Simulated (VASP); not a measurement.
# TaN (P6_3/mmc) in VASP: notebook

The runs below take TaN through band structure, elastic constants, with MS2, PBE.

Program: VASP 6.6.1. These are calculated values, not measurements. Logs are shortened: lines on timing, memory, paths and dates and some standing lists are left out, and cuts for length are marked.

## Step 1: Starting point

Symmetry: P6_3/mmc, No. 194, hexagonal system. The conventional cell has a = 2.922 Å, b = 2.922 Å, c = 5.917 Å, α = 90.00°, β = 90.00°, γ = 120.00°. Ta (site symmetry -3m) has 6 N at 2.24 Å as nearest neighbours. N (site symmetry -6m2) has 6 Ta at 2.24 Å as nearest neighbours.

The cell comes from a database or a generator and needn't be the stable form of this composition.

## Step 2: Band structure, MS2

Input file INCAR:

```
PREC     = Accurate       # precision mode
ENCUT    = 520            # plane-wave cutoff, eV
EDIFF    = 1E-6           # SCF threshold, eV
ISMEAR   = -1             # smearing method
SIGMA    = 0.05           # smearing width, eV
LREAL    = False          # projectors in reciprocal space
LASPH    = True           # aspherical terms in the spheres
NELM     = 60             # most SCF steps
ALGO     = Normal         # electronic algorithm
ISIF     = 2              # what is computed and relaxed
LWAVE    = False          # write WAVECAR
LCHARG   = False          # write CHGCAR
LMAXMIX  = 4              # l up to which the mixer works
METAGGA  = MS2            # meta-GGA
LMIXTAU  = True         
NBANDS   = 24             # bands
```

Input file KPOINTS:

```
Automatic mesh
0
Gamma
  10 10 5
```

Input file POSCAR:

```
TaN
1.0
    2.9217699809      0.0000000000      0.0000000000
   -1.4608849905      2.5303270275      0.0000000000
    0.0000000000      0.0000000000      5.9165150000
Ta N
2 2
Direct
    0.0000000000      0.0000000000      0.5000000000
    0.0000000000      0.0000000000      0.0000000000
    0.3333333333      0.6666666667      0.2500000000
    0.6666666667      0.3333333333      0.7500000000
```

Input file KPOINTS_OPT:

```
path GMKGALHA,LM,KH
15
line-mode
reciprocal
 0.0000000000  0.0000000000  0.0000000000  G
 0.5000000000  0.0000000000  0.0000000000  M

 0.5000000000  0.0000000000  0.0000000000  M
 0.3333333333  0.3333333333  0.0000000000  K

 0.3333333333  0.3333333333  0.0000000000  K
 0.0000000000  0.0000000000  0.0000000000  G

 0.0000000000  0.0000000000  0.0000000000  G
 0.0000000000  0.0000000000  0.5000000000  A

 0.0000000000  0.0000000000  0.5000000000  A
 0.5000000000  0.0000000000  0.5000000000  L

 0.5000000000  0.0000000000  0.5000000000  L
 0.3333333333  0.3333333333  0.5000000000  H

 0.3333333333  0.3333333333  0.5000000000  H
 0.0000000000  0.0000000000  0.5000000000  A

 0.5000000000  0.0000000000  0.5000000000  L
 0.5000000000  0.0000000000  0.0000000000  M

 0.3333333333  0.3333333333  0.0000000000  K
 0.3333333333  0.3333333333  0.5000000000  H
```

Potentials or basis: VASP PAW PBE potentials, release 64 (Ta_pv, N).

Command:

```console
$ cat potpaw_PBE.64/Ta_pv/POTCAR potpaw_PBE.64/N/POTCAR > POTCAR
$ mpirun -np 1 vasp_std > vasp.out
```

OUTCAR:

```text
PREC = Accurate
   ENCUT = 520
   EDIFF = 1E-6
   ISMEAR = -1
   LREAL = False
   LASPH = True
   NELM = 60
   ISIF = 2
   METAGGA = MS2

 ion  position               nearest neighbor table
   1  0.000  0.000  0.500-   3 2.24   4 2.24   4 2.24   3 2.24   4 2.24   3 2.24   2 2.96   2 2.96

   2  0.000  0.000  0.000-   3 2.24   4 2.24   4 2.24   3 2.24   4 2.24   3 2.24   1 2.96   1 2.96

   3  0.333  0.667  0.250-   1 2.24   2 2.24   1 2.24   2 2.24   1 2.24   2 2.24
   4  0.667  0.333  0.750-   1 2.24   2 2.24   1 2.24   2 2.24   1 2.24   2 2.24

  LATTYP: Found a hexagonal cell.
 ALAT       =     2.9217699809
 C/A-ratio  =     2.0249763119

  Lattice vectors:

 A1 = (   2.9217699809,   0.0000000000,   0.0000000000)
 A2 = (  -1.4608849905,   2.5303270275,   0.0000000000)
 A3 = (   0.0000000000,   0.0000000000,   5.9165150000)

Analysis of symmetry for initial positions (statically):
=====================================================================
 Subroutine PRICEL returns:
 Original cell was already a primitive cell.

 Routine SETGRP: Setting up the symmetry group for a
 hexagonal supercell.

 Subroutine GETGRP returns: Found 24 space group operations
 (whereof 12 operations were pure point group operations)
 out of a pool of 24 trial point group operations.

The static configuration has the point symmetry D_3d.
 The point group associated with its full space group is D_6h.

Analysis of symmetry for dynamics (positions and initial velocities):
=====================================================================
 Subroutine PRICEL returns:
 Original cell was already a primitive cell.

 Routine SETGRP: Setting up the symmetry group for a
 hexagonal supercell.

 Subroutine GETGRP returns: Found 24 space group operations
 (whereof 12 operations were pure point group operations)
 out of a pool of 24 trial point group operations.

The dynamic configuration has the point symmetry D_3d.
 The point group associated with its full space group is D_6h.

 Subroutine INISYM returns: Found 24 space group operations
 (whereof 12 operations are pure point group operations),
 and found     1 'primitive' translations

----------------------------------------------------------------------------------------

                                     Primitive cell

  volume of cell :      43.7410

  direct lattice vectors                    reciprocal lattice vectors
     2.921769981  0.000000000  0.000000000     0.342258291  0.197602916  0.000000000
    -1.460884991  2.530327027  0.000000000     0.000000000  0.395205833  0.000000000
     0.000000000  0.000000000  5.916515000     0.000000000  0.000000000  0.169018417

  length of vectors
     2.921769981  2.921769981  5.916515000     0.395205833  0.395205833  0.169018417

  position of ions in fractional coordinates (direct lattice)
     0.000000000  0.000000000  0.500000000
     0.000000000  0.000000000  0.000000000
     0.333333333  0.666666667  0.250000000
     0.666666667  0.333333333  0.750000000

  ion indices of the primitive-cell ions
   primitive index   ion index
                 1           1
                 2           2
                 3           3
                 4           4

----------------------------------------------------------------------------------------

 KPOINTS: Automatic mesh

Automatic generation of k-mesh.
 Grid dimensions read from file:
 generate k-points for:   10   10    5

 Generating k-lattice:

  Cartesian coordinates                     Fractional coordinates (reciprocal lattice)
     0.034225829  0.019760292  0.000000000     0.100000000  0.000000000  0.000000000
     0.000000000  0.039520583  0.000000000     0.000000000  0.100000000  0.000000000
     0.000000000  0.000000000  0.033803683     0.000000000  0.000000000  0.200000000

  Length of vectors
     0.039520583  0.039520583  0.033803683

  Shift w.r.t. Gamma in fractional coordinates (k-lattice)
     0.000000000  0.000000000  0.000000000

 Subroutine IBZKPT returns following result:
 ===========================================

 Found     42 irreducible k-points:

 Following reciprocal coordinates:
            Coordinates               Weight
  0.000000  0.000000  0.000000      1.000000
  0.100000  0.000000  0.000000      6.000000
  0.200000  0.000000  0.000000      6.000000
  0.300000  0.000000  0.000000      6.000000
  0.400000  0.000000  0.000000      6.000000
  0.500000  0.000000  0.000000      3.000000
[... 16 lines left out ...]
  0.300000  0.100000  0.200000     24.000000
  0.400000  0.100000  0.200000     24.000000
 [... further k-points ...]
   k-points           NKPTS =     42   k-points in BZ     NKDIM =     42   number of bands    NBANDS=     24
   number of dos      NEDOS =    301   number of ions     NIONS =      4
   total plane-waves  NPLWV =  27648
   dimension x,y,z NGX =    24 NGY =   24 NGZ =   48
   dimension x,y,z NGXF=    48 NGYF=   48 NGZF=   96
   ions per type =               2   2
   NGX,Y,Z   is equivalent  to a cutoff of  13.66, 13.66, 13.49 a.u.
   NGXF,Y,Z  is equivalent  to a cutoff of  27.31, 27.31, 26.97 a.u.
 SYSTEM =  unknown system
   PREC   = accura    normal or accurate (medium, high low for compatibility)
   ISTART =      0    job   : 0-new  1-cont  2-samecut
   ICHARG =      2    charge: 1-file 2-atom 10-const
   ISPIN  =      1    spin polarized calculation?
   LNONCOLLINEAR =      F non collinear calculations
   LSORBIT =      F    spin-orbit coupling
   LASPH  =      T    aspherical Exc in radial PAW
   ENCUT  =  520.0 eV  38.22 Ry    6.18 a.u.   5.43  5.43 11.00*2*pi/ulx,y,z
   NELM   =     60;   NELMIN=  2; NELMDL= -5     # of ELM steps
   EDIFF  = 0.1E-05   stopping-criterion for ELM
   LREAL  =      F    real-space projection
   EDIFFG = 0.1E-04   stopping-criterion for IOM
   NSW    =      0    number of steps for IOM
   IBRION =     -1    ionic relax: 0-MD 1-quasi-New 2-CG
   NFREE  =      0    steps in history (QN), initial steepest desc. (CG)
   ISIF   =      2    stress and relaxation
   ISYM   =      2    0-nonsym 1-usesym 2-fastsym
   POTIM  = 0.5000    time-step for ionic-motion
   TEBEG  =    0.0;   TEEND  =   0.0 temperature during run
   PSTRESS=    0.0 pullay stress
   NELECT =      32.0000    total number of electrons
   NUPDOWN=      -1.0000    fix difference up-down
   EMIN   =  10.00;   EMAX   =-10.00  energy-range for DOS
   EFERMI =   0.00;   METHOD = LEGACY
   ISMEAR =    -1;   SIGMA  =   0.05  broadening in eV -4-tet -1-fermi 0-gaus
   EFERMI_NEDOS =   21; number of points for ismear=-14 and -15
   IALGO  =     38    algorithm
   IMIX   =      4    mixing-type and parameters
     AMIX     =   0.40;   BMIX     =  1.00
     AMIX_MAG =   1.60;   BMIX_MAG =  1.00
  volume/ion in A,a.u.               =      10.94        73.79
  Fermi-wavevector in a.u.,A,eV,Ry     =   1.475124  2.787581 29.606163  2.175992
  Thomas-Fermi vector in A             =   2.589812
   LORBIT       =      0    0 simple, 1 ext, 2 COOP (PROOUT), +10 PAW based schemes
   METAGGA = MS2    functional components
   LHFCALC =     F    Hartree Fock is set to
   AEXX    =    0.0000 exact exchange contribution
   IVDW    =     0    specifies the selected vdW correction
   LEPSILON=     F    determine dielectric tensor
   LRPA    =     F    only Hartree local field effects (RPA)
 non-spin polarized calculation
  energy-cutoff  :      520.00
  volume of cell :       43.74
 maximum number of plane-waves:      1223
 NGX is ok and might be reduce to    24
   NGX = 11   NGY = 11   NGZ = 23

 number of electron      32.0000005 magnetization

 Free energy of the ion-electron system (eV)
  ---------------------------------------------------
  ext. energy  EPLUGINS =         0.00000000
  ---------------------------------------------------
  free energy    TOTEN  =       -14.99931302 eV

  energy without entropy =      -14.98981630  energy(sigma->0) =      -14.99456466

 E-fermi :   7.9843     XC(G=0): -14.0382

 val. band max:        7.9490882209   @ k =   0.1000   0.1000   0.4000
 cond. band min:       7.9947814253   @ k =   0.1000   0.0000   0.2000
 fundamental gap:      0.0456932044
 Fermi energy:         7.9842628376

 k-point     1 :       0.0000    0.0000    0.0000
  band No.  band energies     occupation
      1     -27.7030      2.00000
      2     -26.9117      2.00000
      3     -26.6431      2.00000
      4     -26.6431      2.00000
      5     -26.5798      2.00000
      6     -26.5798      2.00000
[... 16 lines left out ...]
     23      12.0006      0.00000
     24      14.1612      0.00000

 k-point     2 :       0.1000    0.0000    0.0000
  band No.  band energies     occupation
      1     -27.6757      2.00000
      2     -26.8966      2.00000
      3     -26.7586      2.00000
      4     -26.6843      2.00000
      5     -26.6675      2.00000
      6     -26.6026      2.00000
[... 16 lines left out ...]
     23      12.1741      0.00000
     24      13.7962      0.00000

 k-point     3 :       0.2000    0.0000    0.0000
  band No.  band energies     occupation
      1     -27.6038      2.00000
      2     -27.0505      2.00000
      3     -26.9509      2.00000
      4     -26.8564      2.00000
      5     -26.7308      2.00000
      6     -26.6617      2.00000
[... 16 lines left out ...]
     23      12.9899      0.00000
     24      14.0194      0.00000

 k-point     4 :       0.3000    0.0000    0.0000
  band No.  band energies     occupation
      1     -27.5157      2.00000
      2     -27.3902      2.00000
      3     -27.2661      2.00000
      4     -26.8079      2.00000
      5     -26.8068      2.00000
      6     -26.7338      2.00000
[... 16 lines left out ...]
     23      14.0495      0.00000
     24      15.2210      0.00000

 k-point     5 :       0.4000    0.0000    0.0000
  band No.  band energies     occupation
      1     -27.6598      2.00000
      2     -27.5112      2.00000
      3     -27.4353      2.00000
      4     -26.8694      2.00000
      5     -26.7914      2.00000
      6     -26.7662      2.00000
[... 451 lines left out ...]
 k-point    22 :       0.2000    0.1000    0.2000
  band No.  band energies     occupation
      1     -27.4812      2.00000
      2     -27.2397      2.00000
      3     -27.1435      2.00000
      4     -26.8957      2.00000
      5     -26.8037      2.00000
      6     -26.7429      2.00000
[... 16 lines left out ...]
     23      13.4249      0.00000
     24      14.6241      0.00000

 k-point    23 :       0.3000    0.1000    0.2000
  band No.  band energies     occupation
      1     -27.5211      2.00000
      2     -27.4192      2.00000
      3     -27.3856      2.00000
      4     -26.8940      2.00000
      5     -26.8482      2.00000
      6     -26.8267      2.00000
[... 16 lines left out ...]
     23      14.1542      0.00000
     24      15.1464      0.00000

 k-point    24 :       0.4000    0.1000    0.2000
  band No.  band energies     occupation
      1     -27.6864      2.00000
      2     -27.5653      2.00000
      3     -27.3479      2.00000
      4     -26.9491      2.00000
      5     -26.8800      2.00000
      6     -26.8165      2.00000
[... 16 lines left out ...]
     23      14.3712      0.00000
     24      15.7989      0.00000

 [... further k-points ...]
[... 5 lines left out ...]
  --------------------------------------------------------------------------------------
  -------------------------------------------------------------------------------------
  Total       -2.5246213     -2.5246213     -2.1220482      0.0000000      0.0000000      0.0000000
  in kB      -92.4736874    -92.4736874    -77.7279444      0.0000000      0.0000000      0.0000000
  external PRESSURE =     -87.5584397 kB  Pullay stress =       0.0000000 kB

 VOLUME and BASIS-vectors are now :
 -----------------------------------------------------------------------------
  energy-cutoff  :      520.00
  volume of cell :       43.74
      direct lattice vectors                 reciprocal lattice vectors
     2.921769981  0.000000000  0.000000000     0.342258291  0.197602916  0.000000000
    -1.460884991  2.530327027  0.000000000     0.000000000  0.395205833  0.000000000
     0.000000000  0.000000000  5.916515000     0.000000000  0.000000000  0.169018417

 POSITION                                       TOTAL-FORCE (eV/Angst)
 -----------------------------------------------------------------------------------
      0.00000      0.00000      2.95826         0.000000      0.000000      0.000000
      0.00000      0.00000      0.00000         0.000000      0.000000      0.000000
     -0.00000      1.68688      1.47913        -0.000000     -0.000000     -0.000000
      1.46088      0.84344      4.43739         0.000000      0.000000     -0.000000
 -----------------------------------------------------------------------------------
    total drift:                               -0.000000      0.000000      0.000000

  FREE ENERGIE OF THE ION-ELECTRON SYSTEM (eV)
  ---------------------------------------------------
  free  energy   TOTEN  =       -14.9993130232 eV

  energy  without entropy=      -14.9898162975  energy(sigma->0) =      -14.99456466
```

It took 5.3 min on 1 thread of Intel Xeon Platinum 8488C (Sapphire Rapids), shared host; peak memory 0.2 GiB.

Results:

```yaml
Free_energy: -14.9993 eV
Pressure: -8.8 GPa
Band_gap_along_the_path: none (metal or under the smearing width)
```

Levels at the corners of the path, in eV from the Fermi level:
| point | band 12 | band 13 | band 14 | band 15 | band 16 | band 17 | band 18 | band 19 | band 20 | band 21 |
| --- | --- | --- | --- | --- | --- | --- | --- | --- | --- | --- |
| Γ | -4.37 | -3.57 | -2.08 | -2.08 | -0.21 | -0.21 | 0.56 | 0.56 | 2.38 | 3.07 |
| M | -5.54 | -4.25 | -3.75 | -2.93 | -2.16 | 2.95 | 4.01 | 4.84 | 5.22 | 5.45 |
| M | -5.54 | -4.25 | -3.75 | -2.93 | -2.16 | 2.95 | 4.01 | 4.84 | 5.22 | 5.45 |
| K | -6.04 | -6.04 | -4.01 | 0.20 | 0.20 | 0.96 | 0.96 | 2.05 | 4.94 | 6.44 |
| K | -6.04 | -6.04 | -4.01 | 0.20 | 0.20 | 0.96 | 0.96 | 2.05 | 4.94 | 6.44 |
| Γ | -4.37 | -3.57 | -2.08 | -2.08 | -0.21 | -0.21 | 0.56 | 0.56 | 2.38 | 3.07 |
| Γ | -4.37 | -3.57 | -2.08 | -2.08 | -0.21 | -0.21 | 0.56 | 0.56 | 2.38 | 3.07 |
| A | -3.97 | -3.97 | -3.97 | -0.65 | -0.65 | 0.98 | 0.98 | 0.98 | 0.98 | 4.48 |
| A | -3.97 | -3.97 | -3.97 | -0.65 | -0.65 | 0.98 | 0.98 | 0.98 | 0.98 | 4.48 |
| L | -6.01 | -4.48 | -4.48 | -2.25 | -2.25 | 3.94 | 3.94 | 4.80 | 4.80 | 5.78 |
| L | -6.01 | -4.48 | -4.48 | -2.25 | -2.25 | 3.94 | 3.94 | 4.80 | 4.80 | 5.78 |
| H | -5.89 | -5.87 | -5.87 | -0.45 | -0.45 | 2.75 | 2.75 | 3.16 | 3.16 | 4.06 |
| H | -5.89 | -5.87 | -5.87 | -0.45 | -0.45 | 2.75 | 2.75 | 3.16 | 3.16 | 4.06 |
| A | -3.97 | -3.97 | -3.97 | -0.65 | -0.65 | 0.98 | 0.98 | 0.98 | 0.98 | 4.48 |
| L | -6.01 | -4.48 | -4.48 | -2.25 | -2.25 | 3.94 | 3.94 | 4.80 | 4.80 | 5.78 |
| M | -5.54 | -4.25 | -3.75 | -2.93 | -2.16 | 2.95 | 4.01 | 4.84 | 5.22 | 5.45 |
| K | -6.04 | -6.04 | -4.01 | 0.20 | 0.20 | 0.96 | 0.96 | 2.05 | 4.94 | 6.44 |
| H | -5.89 | -5.87 | -5.87 | -0.45 | -0.45 | 2.75 | 2.75 | 3.16 | 3.16 | 4.06 |

Caveat: the PAW data sets were made with another functional, which shifts forces and pressure a little; spin-orbit coupling is left out, which moves the levels of the heavy elements.

[end of part 1 of 2]
